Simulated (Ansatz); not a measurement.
Set up this calculation in Ansatz 0.2.0, as the native input.

| Item | Value |
| --- | --- |
| Task | relaxation of cell and atoms |
| Functional | RPBE |
| Potentials or basis | Ansatz PAW |
| Cutoff | 420 eV (not typed: the program's choice for these potentials) |
| k mesh | 10 × 10 × 5 |
| Occupations | fermi-dirac, width 0.05 eV |
| Spin | no spin polarisation |

The system is TaN.

```
CELL_PARAMETERS angstrom
2.92177 0.00000 0.00000
-1.46088 2.53033 0.00000
0.00000 0.00000 5.91652
ATOMIC_POSITIONS crystal
Ta 0.00000 0.00000 0.50000
Ta 0.00000 0.00000 0.00000
N 0.33333 0.66667 0.25000
N 0.66667 0.33333 0.75000
```

The cell comes from a database or a generator and needn't be the stable form of this composition.

The input as run:

input.yaml

```yaml
crystal:
  lattice:
    - [2.9217699809, 0.0, 0.0]
    - [-1.4608849905, 2.5303270275, 0.0]
    - [0.0, 0.0, 5.916515]
  atoms:
    - { symbol: Ta, position: [0.0, 0.0, 0.5] }
    - { symbol: Ta, position: [0.0, 0.0, 0.0] }
    - { symbol: "N", position: [0.3333333333, 0.6666666667, 0.25] }
    - { symbol: "N", position: [0.6666666667, 0.3333333333, 0.75] }
hamiltonian:
  xc: rpbe
  pseudopotentials: { kind: paw }
kpoints:
  mp_grid: { grid: [10, 10, 5] }
scf:
  occupations: { method: fermi_dirac, width: 0.05 }
output:
  forces: true
  stress: true
  eigenvalues: true
relax:
  f_tol: 0.01
  max_steps: 40
  cell: { stress_tol: 0.05 }
```

Potentials or basis: Ansatz PAW.

The run is started by

```sh
$ ansatz run input.yaml --threads 2 --pin off --max-ram 5632MiB --backend cpu --events-out ev --progress --plain --runs-dir out
```

It gave:

| Quantity | Value |
| --- | --- |
| Relaxed volume | 11.06 Å³/atom |
| Relaxed cell | a = 2.932 Å, b = 2.932 Å, c = 5.941 Å, α = 90.00°, β = 90.00°, γ = 120.00° |
| Space group after relaxing (to 0.05 Å) | P6_3/mmc (No. 194) |
| Energy gained by relaxing | 1.4 meV/atom |
| Ionic steps | 6 |
| Pressure after relaxing | 0.0 GPa |
| Band gap on the k mesh | none (metal or under the smearing width) |

Caveat: the plane-wave basis is chosen anew once the cell has moved, so the energies of steps on either side of that aren't comparable; the pressure holds a Pulay correction of +0.4 GPa for the finite cutoff; the PAW data sets come from PBE, with cores solved anew for the run's functional, which leaves a small shift of forces and pressure.

Run time: 7.8 s on 2 threads of Arm Neoverse V1, with other jobs on the host, peak memory 0.34 GiB.
